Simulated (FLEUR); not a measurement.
# KCl (Sylvite) (Fm-3m) in FLEUR: a series of runs, part 2 of 2

FLEUR MaX-R8.1 (later development tree). Earlier steps stand in the parts before.

## (3) Equation of state, PBEsol, 29.28 Å³/atom (volume scaled by 0.94)

Changes to inp.xml since step 2:

```diff
@@ -24,3 +24,3 @@
       <xi:include xmlns:xi="http://www.w3.org/2001/XInclude" href="sym.xml"> </xi:include>
-      <bulkLattice scale="1.0">
+      <bulkLattice scale="0.9795861087">
          <bravaisMatrix>
@@ -49,3 +49,3 @@
       <species name="Chlorine (Cl)" element="Cl" atomicNumber="17">
-         <mtSphere radius="2.66" gridPoints="879" logIncrement="0.014"/>
+         <mtSphere radius="2.5" gridPoints="879" logIncrement="0.014"/>
          <atomicCutoffs lmax="11" lnonsphr="8"/>
```

Potentials or basis: all-electron, FLAPW.

Run with:

```sh
inpgen -f crystal.txt -profile fastHighL
# inp.xml edited to the form shown
fleur_MPI
```

Output:

```text
Welcome to FLEUR        (www.flapw.de)
      MaX-Release 8.1          (www.max-centre.eu)

 ========== k-point set info ==========
 Selected k-point list: default-1
 k-point list type: mesh
 7 x 7 x 7
 Number of k points: 20

 ------------Calculation Setup---------------------------
 Number of MPI-tasks      :            1
 Number of PE/node        :            1
 Number of OMP-threads    :            1
 Most efficient MPI parallelization for:
           1           2           4           5          10          20
 Additional eigenvalue parallelization possible
 Number of basis functions:          541
 Approximate size of matrices (H+S) per k-point:         0.004 GB
 --------------------------------------------------------
 Iteration:     1   Distance:       4.27476206 me/bohr^3
 Iteration:     2   Distance:       3.78172076 me/bohr^3
 Iteration:     3   Distance:       1.52380690 me/bohr^3
 Iteration:     4   Distance:       0.83580405 me/bohr^3
 Iteration:     5   Distance:       0.34655066 me/bohr^3
 Iteration:     6   Distance:       0.31466254 me/bohr^3
 Iteration:     7   Distance:       0.07118566 me/bohr^3
 Iteration:     8   Distance:       0.01273483 me/bohr^3
 Iteration:     9   Distance:       0.02000134 me/bohr^3
 Iteration:    10   Distance:       0.00096314 me/bohr^3
 Iteration:    11   Distance:       0.00052759 me/bohr^3
 Iteration:    12   Distance:       0.00013344 me/bohr^3
 Iteration:    13   Distance:       0.00001681 me/bohr^3
 Iteration:    14   Distance:       0.00000628 me/bohr^3

 ********************************************************************
 Run finished successfully
 Stop message:
   all done
 ********************************************************************
```

out.xml (last iteration):

```text
<iteration numberForCurrentRun="   14" overallNumber="   14">
         <energyParameters units="Htr">
            <atomicEP atomType="1" spin="1" branch="4s" branchLowest="-0.94" branchHighest="2.09" value="0.2247814234"/>
            <atomicEP atomType="1" spin="1" branch="3p" branchLowest="-9.98" branchHighest="-0.28" value="-0.3877214931"/>
            <atomicEP atomType="1" spin="1" branch="3d" branchLowest="-9.99" branchHighest="0.72" value="0.3405714980"/>
            <atomicEP atomType="1" spin="1" branch="4f" branchLowest="-9.99" branchHighest="2.51" value="0.5718393829"/>
            <loAtomicEP atomType="1" spin="1" branch="3s" branchLowest="-12.66" branchHighest="-0.94" value="-0.9939764721"/>
            <heloAtomicEP atomType="1" spin="1" branch="4p" branchLowest="1.65" branchHighest="1.65" value="1.6496015443"/>
            <heloAtomicEP atomType="1" spin="1" branch="4p" branchLowest="1.65" branchHighest="1.65" value="1.6496015443"/>
            <loAtomicEP atomType="1" spin="1" branch="3d" branchLowest="-9.99" branchHighest="0.72" value="0.3405068542"/>
            <loAtomicEP atomType="1" spin="1" branch="4f" branchLowest="-9.99" branchHighest="2.51" value="0.5718414363"/>
            <atomicEP atomType="2" spin="1" branch="3s" branchLowest="-8.92" branchHighest="-0.24" value="-0.4517944752"/>
            <atomicEP atomType="2" spin="1" branch="3p" branchLowest="-6.69" branchHighest="0.32" value="-0.0309892296"/>
            <atomicEP atomType="2" spin="1" branch="3d" branchLowest="-9.99" branchHighest="1.14" value="0.3625571419"/>
            <atomicEP atomType="2" spin="1" branch="4f" branchLowest="-9.99" branchHighest="2.95" value="0.5482635477"/>
            <loAtomicEP atomType="2" spin="1" branch="3s" branchLowest="-8.92" branchHighest="-0.24" value="-0.4517944752"/>
            <loAtomicEP atomType="2" spin="1" branch="3p" branchLowest="-6.69" branchHighest="0.32" value="-0.0322798628"/>
            <loAtomicEP atomType="2" spin="1" branch="3d" branchLowest="-9.99" branchHighest="1.14" value="0.3625483651"/>
            <loAtomicEP atomType="2" spin="1" branch="4f" branchLowest="-9.99" branchHighest="2.95" value="0.5482664001"/>
         </energyParameters>
         <eigenvalues>
            <eigenvaluesAt spin="1" ikpt="1" k_x="0.00000000" k_y="0.00000000" k_z="0.00000000">
                      -0.9945288885       -0.4531272244       -0.3892238829       -0.3892238829       -0.3892238829
                      -0.0060799660       -0.0060799660       -0.0060799660        0.1861381372        0.2986208774
                       0.2986208774        0.2986208774        0.3318360632
            </eigenvaluesAt>
            <eigenvaluesAt spin="1" ikpt="2" k_x="0.00000000" k_y="0.00000000" k_z="0.14285714">
                      -0.9944228838       -0.4547532157       -0.3893011196       -0.3893011196       -0.3871556663
                      -0.0162765699       -0.0089560914       -0.0089560914        0.2050596487        0.2932554589
                       0.3086005241        0.3086005241        0.3430181896
            </eigenvaluesAt>
            <eigenvaluesAt spin="1" ikpt="3" k_x="0.00000000" k_y="0.00000000" k_z="0.28571429">
                      -0.9941843358       -0.4581012458       -0.3894733183       -0.3894733183       -0.3827886972
                      -0.0354104537       -0.0150859105       -0.0150859105        0.2445036624        0.2935257364
                       0.3365067976        0.3365067976        0.3727703177
            </eigenvaluesAt>
            <eigenvaluesAt spin="1" ikpt="4" k_x="0.00000000" k_y="0.00000000" k_z="0.42857143">
                      -0.9939926555       -0.4605444565       -0.3896098121       -0.3896098121       -0.3795009261
                      -0.0483982630       -0.0197105195       -0.0197105195        0.2695176521        0.3105317210
                       0.3747154672        0.3747154672        0.4064296480
            </eigenvaluesAt>
         </eigenvalues>
         <bandgap value="5.2305210490" units="eV"/>
         <sumValenceSingleParticleEnergies value="-5.3791866472" units="Htr"/>
         <FermiEnergy value="-0.0060799660" units="Htr"/>
         <valenceDensity>
            <mtCharges spin="1">
               <mtCharge atomType="1" total="7.8608333" s="2.0061272" p="5.7855467" d="0.0597309" f="0.0075030"/>
               <mtCharge atomType="2" total="6.3842274" s="1.8304688" p="4.5475846" d="0.0046799" f="0.0011097"/>
            </mtCharges>
            <spinDependentCharge spin="1" total="16.0000000" interstitial="1.7549393" mtSpheres="14.2450607"/>
            <totalCharge value="16.0000000000"/>
         </valenceDensity>
         <coreStates atomType="     1" atomicNumber=" 19" spin="1" kinEnergy="    570.3397843744" eigValSum="   -343.0657808509" lostElectrons=" 0.000000">
            <state n="1" l="0" j="0.5" energy="-128.9344742494" weight="1.0000000000"/>
            <state n="2" l="0" j="0.5" energy="-12.6605556637" weight="1.0000000000"/>
            <state n="2" l="1" j="0.5" energy="-10.0500043184" weight="1.0000000000"/>
            <state n="2" l="1" j="1.5" energy="-9.9439280969" weight="2.0000000000"/>
         </coreStates>
         <coreStates atomType="     2" atomicNumber=" 17" spin="1" kinEnergy="    443.8852251504" eigValSum="   -259.1666961593" lostElectrons=" 0.000002">
            <state n="1" l="0" j="0.5" energy="-100.5866189595" weight="1.0000000000"/>
            <state n="2" l="0" j="0.5" energy="-8.9246124888" weight="1.0000000000"/>
            <state n="2" l="1" j="0.5" energy="-6.7321754086" weight="1.0000000000"/>
            <state n="2" l="1" j="1.5" energy="-6.6699706114" weight="2.0000000000"/>
         </coreStates>
         <allElectronCharges>
            <spinDependentCharge spin="1" total="36.0000000" interstitial="1.7549410" mtSpheres="34.2450590"/>
            <totalCharge value="35.9999999962"/>
         </allElectronCharges>
         <moessbauerParams unitsHFF="kG" unitsIS="e/bohr^3" unitsEFG="Htr/bohr^2">
            <coreIsomerShift atomType="1" isTotal="5141.63724">
               <shell n="1" l="0" isomerShift="4747.86149"/>
               <shell n="2" l="0" isomerShift="392.74265"/>
               <shell n="2" l="1" isomerShift="1.03310"/>
            </coreIsomerShift>
            <coreIsomerShift atomType="2" isTotal="3562.39499">
               <shell n="1" l="0" isomerShift="3302.43050"/>
               <shell n="2" l="0" isomerShift="259.44178"/>
               <shell n="2" l="1" isomerShift="0.52271"/>
            </coreIsomerShift>
            <isomerShift atomType="1" nucleusRadius="0.0000802" averageDensity="5189.03713"/>
            <isomerShift atomType="2" nucleusRadius="0.0000776" averageDensity="3588.28220"/>
            <electricFieldGradient atomType="1" VXX="0.00000" VYY="0.00000" VZZ="0.00000" asymParam="0.00000">
            </electricFieldGradient>
            <electricFieldGradient atomType="2" VXX="0.00000" VYY="0.00000" VZZ="0.00000" asymParam="0.00000">
            </electricFieldGradient>
         </moessbauerParams>
         <totalEnergy                                    value="    -1062.2862541258" units="Htr">
            <sumOfEigenvalues                            value="     -607.6116636573">
               <coreElectrons value="-602.2324770101"/>
               <valenceElectrons value="-5.3791866472"/>
            </sumOfEigenvalues>
            <densityCoulombPotentialIntegral value="-1597.6425860503"/>
            <densityEffectivePotentialIntegral value="-1676.2513827075"/>
            <chargeDenXCDenIntegral value="-60.1737241436"/>
            <FockExchangeEnergyValence value="0.0000000000"/>
            <FockExchangeEnergyCore value="0.0000000000"/>
            <atomTypeDependentContributions atomType="1">
               <electronNucleiInteractionDifferentMTs value="713.8058346267"/>
               <MadelungTerm value="-5.2810857572"/>
            </atomTypeDependentContributions>
            <atomTypeDependentContributions atomType="2">
               <electronNucleiInteractionDifferentMTs value="549.0863341034"/>
               <MadelungTerm value="-3.7577015200"/>
            </atomTypeDependentContributions>
            <tkbTimesEntropy value="0.0000000000"/>
            <freeEnergy value="-1062.2862541258"/>
            <extrapolationTo0K value="-1062.2862541258"/>
         </totalEnergy>
         <densityConvergence units="me/bohr^3">
            <chargeDensity spin="1" distance="0.0000062843"/>
         </densityConvergence>
      </iteration>
```

Wall time 33 s (1 thread of Arm Neoverse V2, shared host); peak memory 0.08 GiB.

Results:

```yaml
Free_energy: -28906.2816 eV
Band_gap_on_the_k_mesh: 5.23 eV, direct
Valence_electrons_inside_the_program's_atomic_spheres: K 7.86; Cl 6.38 (radii K 2.66, Cl 2.5 bohr)
```

## (4) Equation of state, PBEsol, 29.90 Å³/atom (volume scaled by 0.96)

Changes to inp.xml since step 3:

```diff
@@ -24,3 +24,3 @@
       <xi:include xmlns:xi="http://www.w3.org/2001/XInclude" href="sym.xml"> </xi:include>
-      <bulkLattice scale="0.9795861087">
+      <bulkLattice scale="0.9864848297">
          <bravaisMatrix>
```

Run with:

```sh
inpgen -f crystal.txt -profile fastHighL
# inp.xml edited to the form shown
fleur_MPI
```

Wall time 35 s (1 thread of Arm Neoverse V2, shared host); peak memory 0.08 GiB.

Results (log left out):

```yaml
Free_energy: -28906.2859 eV
Band_gap_on_the_k_mesh: 5.16 eV, direct
Valence_electrons_inside_the_program's_atomic_spheres: K 7.85; Cl 6.38 (radii K 2.66, Cl 2.5 bohr)
```

## (5) Equation of state, PBEsol, 31.15 Å³/atom

Changes to inp.xml since step 4:

```diff
@@ -24,3 +24,3 @@
       <xi:include xmlns:xi="http://www.w3.org/2001/XInclude" href="sym.xml"> </xi:include>
-      <bulkLattice scale="0.9864848297">
+      <bulkLattice scale="1.0000000000">
          <bravaisMatrix>
```

Run with:

```sh
inpgen -f crystal.txt -profile fastHighL
# inp.xml edited to the form shown
fleur_MPI
```

It took 37 s on 1 thread of Arm Neoverse V2, shared host; peak memory 0.08 GiB.

Results (log left out):

| Quantity | Value |
| --- | --- |
| Free energy | -28906.2851 eV |
| Band gap on the k mesh | 5.03 eV, direct |
| Valence electrons inside the program's atomic spheres | K 7.84; Cl 6.37 (radii K 2.66, Cl 2.5 bohr) |

Caveat: an odd mesh through Γ misses points on the zone boundary, where band edges often lie.

## (6) Equation of state, PBEsol, 32.40 Å³/atom (volume scaled by 1.04)

Changes to inp.xml since step 5:

```diff
@@ -24,3 +24,3 @@
       <xi:include xmlns:xi="http://www.w3.org/2001/XInclude" href="sym.xml"> </xi:include>
-      <bulkLattice scale="1.0000000000">
+      <bulkLattice scale="1.0131594038">
          <bravaisMatrix>
```

Potentials or basis: all-electron, FLAPW.

Run with:

```sh
inpgen -f crystal.txt -profile fastHighL
# inp.xml edited to the form shown
fleur_MPI
```

Run time: 40 s. Hardware: 1 thread of Arm Neoverse V2, shared host; peak memory 0.08 GiB.

The run converged. Its results:

| Property | Result |
| --- | --- |
| Free energy | -28906.2740 eV |
| Band gap on the k mesh | 4.91 eV, direct |
| Valence electrons inside the program's atomic spheres | K 7.83; Cl 6.36 (radii K 2.66, Cl 2.5 bohr) |

Caveat: an odd mesh through Γ misses points on the zone boundary, where band edges often lie.

## (7) Equation of state, PBEsol, 33.02 Å³/atom (volume scaled by 1.06)

Changes to inp.xml since step 6:

```diff
@@ -24,3 +24,3 @@
       <xi:include xmlns:xi="http://www.w3.org/2001/XInclude" href="sym.xml"> </xi:include>
-      <bulkLattice scale="1.0131594038">
+      <bulkLattice scale="1.0196128224">
          <bravaisMatrix>
```

Run with:

```sh
inpgen -f crystal.txt -profile fastHighL
# inp.xml edited to the form shown
fleur_MPI
```

Run time: 41 s. Hardware: 1 thread of Arm Neoverse V2, shared host; peak memory 0.08 GiB.

Results (log left out):

```
Free energy                                           : -28906.2654 eV
Band gap on the k mesh                                : 4.85 eV, direct
Valence electrons inside the program's atomic spheres : K 7.82; Cl 6.36 (radii K 2.66, Cl 2.5 bohr)
```

Caveat: an odd mesh through Γ misses points on the zone boundary, where band edges often lie.

## (8) Equation of state, PBEsol

No new run: the results of the series are fitted here.

Results:

| Item | Value |
| --- | --- |
| Equilibrium volume | 30.43 Å³/atom |
| Bulk modulus | 18.5 GPa |
| Pressure derivative of the bulk modulus | 5.0 (rough: it moves with the points fitted) |

Energy against volume, from the lowest point:
```
volume (Å³/atom)  energy (meV/atom)
          29.282               2.16
          29.905               0.00
          31.151               0.39
          32.397               5.93
          33.020              10.26
```

## (9) Comparison with measurements

Step 2. A measured gap of KCl is 8.68 eV (a printed reference work, monograph); the calculated 5.03 eV misses it by -3.65 eV. The value is that of PBEsol, without temperature or zero-point motion. Semilocal functionals fall short of measured gaps as a rule.
